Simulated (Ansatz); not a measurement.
# Na2S: deformation potentials from a series

```
CELL_PARAMETERS angstrom
0.00000 3.26300 3.26300
3.26300 0.00000 3.26300
3.26300 3.26300 0.00000
ATOMIC_POSITIONS crystal
Na 0.25000 0.25000 0.25000
Na 0.75000 0.75000 0.75000
S 0.00000 0.00000 0.00000
```

Atoms are numbered in the order listed.

The cell is COD entry 1011374, as deposited and not checked against the literature; nothing was relaxed.

The calculation used DFT, PBEsol, all-electron LAPW, scalar-relativistic in Ansatz 0.2.0.

The runs use a Γ-centred 8×8×8 k mesh, Fermi–Dirac smearing of 0.02 eV, basis error target 1 meV/atom, no spin polarisation.

The cell is scaled evenly. Fractional coordinates are held (clamped ions).

Only quantities that a quadratic follows smoothly over the whole series are listed; rougher ones are left out.

| ln(V/Vcell) | direct gap at Γ (eV) | smallest gap on mesh and path (eV) |
| --- | --- | --- |
| -0.0619 | 2.595 | 2.595 |
| -0.0408 | 2.524 | 2.524 |
| -0.0202 | 2.457 | 2.457 |
| -0.0101 | 2.424 | 2.424 |
| 0.0000 | 2.392 | 2.392 |
| 0.0100 | 2.360 | 2.360 |
| 0.0392 | 2.270 | 2.270 |
| 0.0583 | 2.212 | 2.212 |

Fit the series and give the slopes at zero strain.

Least-squares fits y = p0 + p1 x + p2 x² to the rows give direct gap at Γ (eV): p1 = -3.18, p2 = 1.6; smallest gap on mesh and path (eV): p1 = -3.18, p2 = 1.6. So dEg/dln V = -3.2 eV for the direct gap at Γ, the fundamental gap of this crystal. Semilocal gaps are too small, but their slopes carry over better.

One run, at ln(V/Vcell) = 0.0198, is withheld. Predict its row.

The fits give 2.330, 2.330; the run gave 2.330, 2.330.
